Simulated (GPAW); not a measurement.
Pb:

```
CELL_PARAMETERS angstrom
0.00000 2.47502 2.47502
2.47502 0.00000 2.47502
2.47502 2.47502 0.00000
ATOMIC_POSITIONS crystal
Pb 0.00000 0.00000 0.00000
```

| Quantity | Value |
| --- | --- |
| Program | GPAW 26.7.0 |
| Task | relaxation of cell and atoms |
| Functional | PBEsol |
| Dispersion | D4 |
| Potentials or basis | PAW data sets generated in the run's folder for this functional |
| Cutoff | 600 eV |
| Basis | pw |
| k mesh | 9 × 9 × 9 |
| Occupations | fermi-dirac, width 0.05 eV |
| Spin | no spin polarisation |

At the start: pressure -2.2 GPa; volume 30.32 Å³/atom.

Q: How do energy, volume and symmetry change on relaxing?

A: Over 3 steps the energy falls by 9.2 meV/atom and the volume is 28.94 Å³/atom (-4.5 %); space group Fm-3m (No. 225, to 0.05 Å).

Step by step:
```
step  energy change (eV)  largest force (eV/Å)  pressure (GPa)  volume (Å³)
   1              0.0000                0.0000           -2.18        30.32
   2             -0.0059                0.0000           -1.38        29.79
   3             -0.0092                0.0000            0.10        28.94
```

Final structure:
```xyz
1
Lattice="0.0000 2.4369 2.4369 2.4369 0.0000 2.4369 2.4369 2.4369 0.0000" Properties=species:S:1:pos:R:3 pbc="T T T"
Pb    0.0000    0.0000    0.0000
```

The cell as given is a measured one (30.32 Å³/atom); PBEsol+D4 puts the equilibrium volume -4.5 % from it, thermal expansion not counted.

Caveat: later steps reuse the first step's grids; pairwise dispersion overbinds metals, which lowers pressure and volume.
